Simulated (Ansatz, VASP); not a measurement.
## Two plane-wave programs on C

The input POSCAR:

```
C
1.0
   -0.0573199973      1.7228041438      1.7228041438
    1.7228041438     -0.0573199973      1.7228041438
    1.7228041438      1.7228041438     -0.0573199973
C
2
Direct
   -0.0007816112     -0.0007816112     -0.0007816112
    0.2507816112      0.2507816112      0.2507816112
```

Contents of INCAR.step1:

```
SYSTEM = C
ALGO     = Normal         ! electronic algorithm
EDIFF    = 1E-4           ! SCF threshold, eV
ENCUT    = 520            ! plane-wave cutoff, eV
GGA      = PE             ! functional
ISMEAR   = 0              ! smearing method
LASPH    = .True.         ! aspherical terms in the spheres
LCHARG   = .False.        ! write CHGCAR
LREAL    = .False.        ! projectors in reciprocal space
LWAVE    = .True.         ! write WAVECAR
NBANDS   = 11             ! bands
NELM     = 100            ! most SCF steps
PREC     = Accurate       ! precision mode
SIGMA    = 0.01           ! smearing width, eV
```

The input INCAR.step2:

```
SYSTEM = C
ALGO     = Normal         ! electronic algorithm
EDIFF    = 1E-6           ! SCF threshold, eV
ENCUT    = 520            ! plane-wave cutoff, eV
ISIF     = 2              ! what is computed and relaxed
ISMEAR   = 0              ! smearing method
ISTART   = 1            
LASPH    = .True.         ! aspherical terms in the spheres
LCHARG   = .True.         ! write CHGCAR
LELF     = .True.         ! ELF
LMIXTAU  = .True.       
LREAL    = .False.        ! projectors in reciprocal space
LVHAR    = .True.       
LWAVE    = .False.        ! write WAVECAR
METAGGA  = R2SCAN         ! meta-GGA
NBANDS   = 11             ! bands
NELM     = 100            ! most SCF steps
PREC     = Accurate       ! precision mode
SIGMA    = 0.01           ! smearing width, eV
```

The input KPOINTS:

```
k-points
0
Gamma
  12 12 12
  0 0 0
```

Input for Ansatz:

```yaml
crystal:
  lattice:
    - [-0.0573199973, 1.7228041438, 1.7228041438]
    - [1.7228041438, -0.0573199973, 1.7228041438]
    - [1.7228041438, 1.7228041438, -0.0573199973]
  atoms:
    - { symbol: C, position: [-0.0007816112, -0.0007816112, -0.0007816112] }
    - { symbol: C, position: [0.2507816112, 0.2507816112, 0.2507816112] }
kpoints:
  mp_grid: { grid: [12, 12, 12] }
  band_path:
    path:
      - [0.0, 0.0, 0.0]
      - [0.5, 0.0, 0.5]
      - [0.625, 0.25, 0.625]
      - [0.375, 0.375, 0.75]
      - [0.5, 0.5, 0.5]
      - [0.5, 0.25, 0.75]
      - [0.003906, 0.402344, 0.402344]
    npoints: 1
hamiltonian:
  xc: r2scan
scf:
  occupations: { method: fixed }
  n_extra_bands: 4
output:
  forces: true
  stress: true
  eigenvalues: true
```

Change from the starting cell: shear_111 strain -4.8%.

Alike in both runs: task single point; functional r2SCAN; k mesh 12 × 12 × 12; no spin polarisation.

```csv
,VASP,Ansatz
version,VASP 6.6.1,Ansatz 0.2.0
potentials or method,"VASP PAW PBE potentials, release 64 (C)","plane waves, PAW"
plane-wave cutoff (eV),520,500
occupations,"gaussian, width 0.01 eV",fixed
valence electrons in the cell,8,8
```

VASP gave:

| Property | Result |
| --- | --- |
| gap on the k mesh at the Fermi level (eV) | 4.19 |
| pressure (GPa) | 27.0 |
| largest component of the traceless stress (GPa) | 21.96 |
| rms of the force components (eV/Å) | 0.014 |

Problem. Which values does Ansatz return?

Solution. gap on the k mesh at the Fermi level (eV): 4.21; pressure (GPa): 25.6; largest component of the traceless stress (GPa): 21.83; rms of the force components (eV/Å): 0.002.

Atom by atom the forces differ by 0.012 eV/Å (rms over components).

Caveats: so large a pressure means that the cell lies far from this level's equilibrium, or that cutoff or potentials fall short (VASP); the potentials were made for another functional, which shifts forces and pressure (VASP). A k mesh can miss the band edges.
